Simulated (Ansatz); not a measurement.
# WC(101) (P-6m2 bulk, slab 10 Å thick): what a tunnelling microscope would see, part 1 of 2

The task: relax WC(101) (P-6m2 bulk, slab 10 Å thick) and compute the vacuum tail of its states by energy, as an STM tip samples it.

Method: DFT PBE, scalar-relativistic, plane waves, PAW, in Ansatz 0.2.0.

## (1) The starting structure

Symmetry: Cm, No. 8, monoclinic system. The conventional cell has a = 7.566 Å, b = 2.901 Å, c = 29.705 Å, α = 90.00°, β = 90.00°, γ = 90.00°. W (site symmetry m) is surrounded by 4 C at 2.19 Å. C (site symmetry m) is surrounded by 5 W at 2.19 Å. W (site symmetry m) has 6 C at 2.19 Å as nearest neighbours. Around C (site symmetry m) lie 6 W at 2.19 Å. Only part of the 12 independent sites is listed.

As a file:

```
W C
1.0
     2.90050    0.00000    0.00000
    -1.45025    3.78324    0.00000
     0.00000    0.00000   29.70472
W C
6 6
Direct
  0.72042 0.44084 0.33665
  0.44084 0.88168 0.39988
  0.16126 0.32251 0.46311
  0.88168 0.76335 0.52635
  0.60210 0.20419 0.58958
  0.32251 0.64503 0.65281
  0.00716 0.01431 0.34719
  0.72757 0.45515 0.41042
  0.44799 0.89599 0.47365
  0.16841 0.33683 0.53689
  0.88883 0.77766 0.60012
  0.60925 0.21850 0.66335
```

Slab cut from the bulk at the bulk's listed lattice constants, lower half held.

## (2) Relaxing the atoms

File input.yaml:

```yaml
crystal:
  lattice:
    - [2.90050144, 0.0, 0.0]
    - [-1.45025072, 3.78324232, 0.0]
    - [0.0, 0.0, 29.7047185805]
  atoms:
    - { symbol: W, position: [0.72041905, 0.44083809, 0.336646852] }
    - { symbol: C, position: [0.00715555, 0.01431111, 0.3471857597] }
    - { symbol: W, position: [0.44083809, 0.88167619, 0.3998803259] }
    - { symbol: C, position: [0.7275746, 0.4551492, 0.4104192429] }
    - { symbol: W, position: [0.16125714, 0.32251428, 0.4631138092] }
    - { symbol: C, position: [0.44799365, 0.8959873, 0.4736527169] }
    - { symbol: W, position: [0.88167619, 0.76335237, 0.5263472831] }
    - { symbol: C, position: [0.16841269, 0.33682539, 0.5368861908] }
    - { symbol: W, position: [0.60209523, 0.20419047, 0.5895807571] }
    - { symbol: C, position: [0.88883174, 0.77766348, 0.6001196741] }
    - { symbol: W, position: [0.32251428, 0.64502856, 0.6528142403] }
    - { symbol: C, position: [0.60925079, 0.21850158, 0.663353148] }
basis:
  ecutwfc: 420
  fft_grid_basis: typed
kpoints:
  mp_grid: { grid: [9, 7, 1] }
hamiltonian:
  xc: pbe
scf:
  occupations: { method: gaussian, width: 0.1 }
output:
  forces: true
  eigenvalues: true
efield:
  axis: 3
  dipole_correction: true
  ramp_width: 0.04
relax:
  adjacent_minimum: "off"
  f_tol: 0.04
  max_steps: 40
  constraints: [{ sites: [0, 1, 2, 3, 4, 5] }]
```

Run with:

```bash
> ansatz run input.yaml --threads 1 --pin off --max-ram 2211MiB --backend cpu --events-out ev --progress --plain --runs-dir out
```

The log of the run:

```text
Warning: crystal.symmetry: narrowed to the stabiliser of the k-point mesh — unitary ops 2 → 1; excluded 1 operation that carries a point of the 9×7×1 mesh (shift [0, 0, 0]) off the mesh (the run samples exactly the mesh kpoints.mp_grid names, as under crystal.symmetry.detect: false, and its converged state has the mesh's symmetry, not the crystal's; ε∞, the Born charges and the force constants of a linear response (`dielectric:` by the response, `phonons.method: dfpt`) are averaged over those of the crystal's operations that the state keeps within a tolerance, where `mesh_tensors`, `unaveraged_element` or `gamma_mean_max_change_ev_ang2` stands beside them; a row that `dielectric.field_direction` solves alone is averaged likewise, with nothing beside; a Γ-centred mesh of equal divisions is mapped onto itself by every operation and keeps the whole group, as does a half-shifted one under kpoints.further_shifts: images)
Warning: RAYON_NUM_THREADS=1 ignored (pool sized by the plan → 1); use --threads N
Engine: ansatz 0.2.0, aarch64-unknown-linux-gnu
Pseudopotentials: kind: paw
Pseudopotential: W, paw, valence charge 14, recommended cutoff 420 eV (normal), W.paw.azcp
Pseudopotential: C, paw, valence charge 4, recommended cutoff 420 eV (normal), C.paw.azcp
Functional definition: PBE
  parameter kappa = 0.804
  parameter beta = 0.06672455060314922
  exchange = pbe_x(kappa = kappa, mu = beta*pi^2/3)
  correlation = pbe_c(beta = beta)
Crystal: 12 atoms, lattice volume = 325.959 Å³
Basis set: ecut = 420 eV, 6387 PW (Γ), exchange–correlation on 40×60×400 points (8 copies of the dense FFT grid, shifted against one another)
Bands: 66, of which v1, the nominal top of the filled ones, is band 54 counted from 1 (53 counted from 0)
Symmetry: 1 space group operations
k-points: 32 of 63 (time reversal used)
Non-local potential: W, projectors of the file, l = 0: 3, l = 1: 2, l = 2: 2, l = 3: 1
Non-local potential: C, projectors of the file, l = 0: 2, l = 1: 2, l = 2: 1
PAW form: soft (Blöchl's): semilocal exchange-correlation on the pseudo side does not see the compensation charge
PAW one-centre angular grid: W, 590 points (default); XC on 64 Gauss nodes
PAW one-centre angular grid: C, 110 points (default); XC on 64 Gauss nodes
Initial density: superposition of atomic densities (neutral atoms: chi_scale 0, normalization atom), corrected by the library's trained network
Initial wavefunctions: pseudopotential atomic-orbital guess
Functional: x = pbe(κ = 0.804, μ = 0.2195149727645171), c = pbe(β = 0.06672455060314922)
SCF iter   1: F=—  HF=-63810.954784 eV  |F-HF|=—  |Δ(HF+E_count)|=         —  Δρ=6.28e-3  dr2=1.18e0  ethr=1.77e-3  p=-0.046 e·Å  D=-2.53e-2 V/Å  ΔV_dip=0.75 eV  dr2_dipole=5.55e-1  V_vac-E_F(+/−)=4.86/4.11 eV  ⟨swp⟩=8.0  Hψ=9877  notcnv=0  defer=6
efield: sawtooth ramp at fractional position 0.9800 (placed from the atoms, in the widest stretch of the axis that holds none; the zero of the levels goes with the place), width 0.0400; the density the first Hamiltonian is built on has a dipole p = -0.046 e·Å; the dipole correction subtracts the counter field D = -2.53e-2 V/Å, which shifts the + side's vacuum level by +0.75 eV against the − side's; the planar-averaged density in the ramp window peaks in size at 2.6e-6 e/Å³
preconditioner: auto → LDOS  [metal: Δε(μ)=0.005 eV  Ē_g=7.613 eV  σ=0.100 eV  W_gap=0.03  n_scr=50 (ndim 8)  ℏωp=15.9 eV  f_vac=0.557  D(μ)=3.22/eV (n_scr^D=12)  β→1.0]
SCF iter   2: F=—  HF=-63810.954499 eV  |F-HF|=—  |Δ(HF+E_count)|=   2.85e-4  Δρ=2.68e-3  dr2=1.40e-1  ethr=1.09e-3  p=-0.022 e·Å  D=-1.21e-2 V/Å  ΔV_dip=0.36 eV  dr2_dipole=6.24e-3  V_vac-E_F(+/−)=4.52/4.16 eV  ⟨swp⟩=2.0  Hψ=2667  notcnv=0  defer=185
SCF iter   3: F=—  HF=-63810.946091 eV  |F-HF|=—  |Δ(HF+E_count)|=   8.41e-3  Δρ=9.67e-4  dr2=1.68e-2  ethr=1.29e-4  p=-0.029 e·Å  D=-1.63e-2 V/Å  ΔV_dip=0.48 eV  dr2_dipole=4.01e-3  V_vac-E_F(+/−)=4.65/4.17 eV  ⟨swp⟩=2.0  Hψ=2899  notcnv=0  defer=189
SCF iter   4: F=—  HF=-63810.944684 eV  |F-HF|=—  |Δ(HF+E_count)|=   1.41e-3  Δρ=3.96e-4  dr2=2.13e-3  ethr=1.56e-5  p=-0.027 e·Å  D=-1.51e-2 V/Å  ΔV_dip=0.45 eV  dr2_dipole=6.11e-4  V_vac-E_F(+/−)=4.63/4.19 eV  ⟨swp⟩=2.4  Hψ=3041  notcnv=0  defer=97
SCF iter   5: F=—  HF=-63810.944514 eV  |F-HF|=—  |Δ(HF+E_count)|=   1.70e-4  Δρ=1.08e-4  dr2=1.10e-4  ethr=1.97e-6  p=-0.026 e·Å  D=-1.46e-2 V/Å  ΔV_dip=0.43 eV  dr2_dipole=2.42e-5  V_vac-E_F(+/−)=4.62/4.19 eV  ⟨swp⟩=2.3  Hψ=2778  notcnv=0  defer=97
SCF iter   6: F=-63810.944526 eV  HF=-63810.944536 eV  |F-HF|=9.73e-6  |Δ(HF+E_count)|=   2.23e-5  Δρ=4.68e-5  dr2=1.89e-5  ethr=3.70e-8  p=-0.026 e·Å  D=-1.44e-2 V/Å  ΔV_dip=0.43 eV  dr2_dipole=2.62e-6  V_vac-E_F(+/−)=4.62/4.20 eV  ⟨swp⟩=15.4  Hψ=12993  notcnv=0
SCF 1 converged in 6 iterations: F = -63810.944526 eV  dr2 = 1.89e-5
relax step   1: F+E_penalty+E_count = -63810.94452642 eV  Δ(F+E_penalty+E_count) = +0.000e0 eV  max|allowed force component| = 1.196e0 eV/Å  Δτ_max = 0.0000 Å  (6 SCF iters, dr2 threshold 4.00e-5 eV, accepted)
[... 12 lines left out ...]
relax step   2: F+E_penalty+E_count = -63811.02900591 eV  Δ(F+E_penalty+E_count) = -8.448e-2 eV  max|allowed force component| = 8.836e-1 eV/Å  Δτ_max = 0.0855 Å  (6 SCF iters, dr2 threshold 8.94e-5 eV, accepted)
[... 8 lines left out ...]
relax step   3: F+E_penalty+E_count = -63811.06024975 eV  Δ(F+E_penalty+E_count) = -3.124e-2 eV  max|allowed force component| = 2.934e-1 eV/Å  Δτ_max = 0.0442 Å  (5 SCF iters, dr2 threshold 4.88e-5 eV, accepted)
[... 8 lines left out ...]
relax step   4: F+E_penalty+E_count = -63811.06634035 eV  Δ(F+E_penalty+E_count) = -6.091e-3 eV  max|allowed force component| = 1.274e-1 eV/Å  Δτ_max = 0.0164 Å  (5 SCF iters, dr2 threshold 9.50e-6 eV, accepted)
[... 8 lines left out ...]
relax step   5: F+E_penalty+E_count = -63811.06661971 eV  Δ(F+E_penalty+E_count) = -2.794e-4 eV  max|allowed force component| = 8.759e-2 eV/Å  Δτ_max = 0.0082 Å  (5 SCF iters, dr2 threshold 1.79e-6 eV, accepted)
[... 9 lines left out ...]
relax step   6: F+E_penalty+E_count = -63811.06694416 eV  Δ(F+E_penalty+E_count) = -3.245e-4 eV  max|allowed force component| = 1.852e-3 eV/Å  Δτ_max = 0.0035 Å  (6 SCF iters, accepted)
SCF converged after 6 iterations
Free energy (F): -63811.066944 eV
Harris-Foulkes:  -63811.066944 eV  (|F-HF|=1.99e-8)
Internal energy: -63811.047748 eV  (E = F + TS)
E sigma→0 (E₀):  -63811.057346 eV
Entropy (-TS):   -0.019196 eV (-1.600 meV/atom)
Fermi energy:    5.318468 eV
Dipole field:    D = -0.007270 V/Å  (p = -0.013096 e·Å, saw-weighted, corrected)
Work function:   Φ+ = 4.4148 eV   Φ− = 4.1989 eV
Levels:          The Fermi level and band energies are counted from a zero that moves with the ramp; work functions are not
--- Per-component energies (eV) ---
  E_band       = -2003.686711
  E_kinetic    = 3234.551855
  E_local      = -187617.986622  (includes V_loc(G=0)·N_el)
  E_nonlocal   = 157.183162
  E_hartree    = 92399.926248
  E_xc         = -1890.937456
  E_vxc        = -1791.382516  (∫ρ·V_xc dr)
  E_paw        = -51966.686523  (= ΣΔE_a)
  E_vpaw       = -785.872484  (= ΣTr[D̂ρ^β])
  E_aug_tail   = -0.000329  (compensation charges beyond the density's cutoff)
  E_efield     = 0.000048  (sawtooth field / dipole correction)
  E_vefield    = -0.054625  (∫n·V_field dr)
  E_ewald      = 81872.901868
  E_smearing   = -0.019196  (= −TS)
  E_closure    = 0.000000  (closes the sum)
  Σ components = -63811.066944   (vs F -63811.066944, Δ=0.00e0)
--- Forces (eV/Å), atoms counted from 1 ---
  atom   1  W     -0.00422245    -0.18485508     1.30122379
  atom   2  C      0.00795589     0.01598881    -0.42632389
  atom   3  W     -0.00275871     0.30868737    -0.48792879
  atom   4  C     -0.00358947    -0.08985933    -0.82161273
  atom   5  W      0.00214371    -0.00314323     0.29768089
  atom   6  C      0.00030376    -0.04638330     0.13693742
  atom   7  W      0.00010469    -0.00091865    -0.00026339
  atom   8  C      0.00030056     0.00055851     0.00185204
  atom   9  W      0.00038354     0.00117859    -0.00167350
  atom  10  C     -0.00039870    -0.00147465    -0.00146608
  atom  11  W     -0.00024650     0.00039544     0.00057654
  atom  12  C      0.00002363    -0.00019640     0.00102279
  max |Σ_I F_I| component: 2.51e-5 eV/Å
--- Band table (eV; the first three rows and the last of 32) ---
  k-point 0: bands = ["-68.8882", "-68.8583", "-68.7925", "-68.7524", "-68.6945", "-68.6437", "-33.4450", "-33.4178", "-33.3541", "-33.2838", "-33.2579", "-33.1434", "-33.1149", "-32.9656", "-32.9418", "-32.9097", "-32.8362", "-32.8340", "-32.8128", "-32.7692", "-32.7271", "-32.7110", "-32.6978", "-32.6333", "-9.0402", "-8.2715", "-7.1307", "-6.2289", "-5.9364", "-5.6494", "-1.4042", "-1.1731", "-0.5712", "0.2712", "0.7779", "1.0564", "1.0589", "1.1411", "1.2091", "1.4927", "1.6191", "1.7274", "1.9528", "1.9687", "2.0409", "2.3389", "2.6417", "3.0712", "3.2136", "3.5788", "4.0812", "4.3761", "5.1208", "5.8683", "6.1725", "6.4250", "6.8030", "6.8991", "6.9717", "7.1667", "8.0788", "8.2317", "8.4341", "8.6393", "9.0205", "9.2152"]
[... 3 lines left out ...]
--- Relaxed structure (6 steps of the walk, 6 accepted, 0 SCFs on fresh bases) ---
  F+E_penalty+E_count = -63811.06694416 eV   max|allowed force component| = 1.852e-3 eV/Å
  atoms:
    - { symbol: W, position: [0.720419045, 0.44083809, 0.336646852] }
    - { symbol: C, position: [0.007155554999999976, 0.01431111, 0.34718575970000004] }
    - { symbol: W, position: [0.440838095, 0.88167619, 0.3998803259] }
    - { symbol: C, position: [0.7275746000000001, 0.4551492, 0.4104192429] }
    - { symbol: W, position: [0.16125714000000002, 0.32251428, 0.46311380920000006] }
    - { symbol: C, position: [0.44799365000000013, 0.8959873000000002, 0.4736527169] }
    - { symbol: W, position: [0.8812920459490348, 0.7624588150792063, 0.527017177753104] }
    - { symbol: C, position: [0.1692666672601414, 0.3383319882194495, 0.5377565782364435] }
    - { symbol: W, position: [0.6026196037401487, 0.20540451946507474, 0.5913789648144956] }
    - { symbol: C, position: [0.8866891661504234, 0.773515922268281, 0.6012502265876598] }
    - { symbol: W, position: [0.31806281764935423, 0.6363710877446414, 0.6541726200088366] }
    - { symbol: C, position: [0.6220922912367567, 0.24544272576297785, 0.663655680664936] }
```

Wall time 6.6 min (1 thread of Arm Neoverse V2, shared host); peak memory 0.77 GiB.

The steps of the relaxation:

| step | E - E(step 1) (eV/cell) | largest force component (eV/Å) |
| --- | --- | --- |
| 1 | 0.0000 | 1.1962 |
| 2 | -0.0845 | 0.8836 |
| 3 | -0.1157 | 0.2934 |
| 4 | -0.1218 | 0.1274 |
| 5 | -0.1221 | 0.0876 |
| 6 | -0.1224 | 0.0019 |

Step 1 is the start.

The cell repeats along c, and a dipole correction in the vacuum removes the field between the copies.

Atoms 1, 2, 3, 4, 5, 6 (counted from 1; the input counts from 0) are held at their places.

This gives work function 4.41 eV (top face), 4.20 eV (bottom face); dipole along +c -0.013 e·Å per cell.

(Continued in part 2 of 2.)
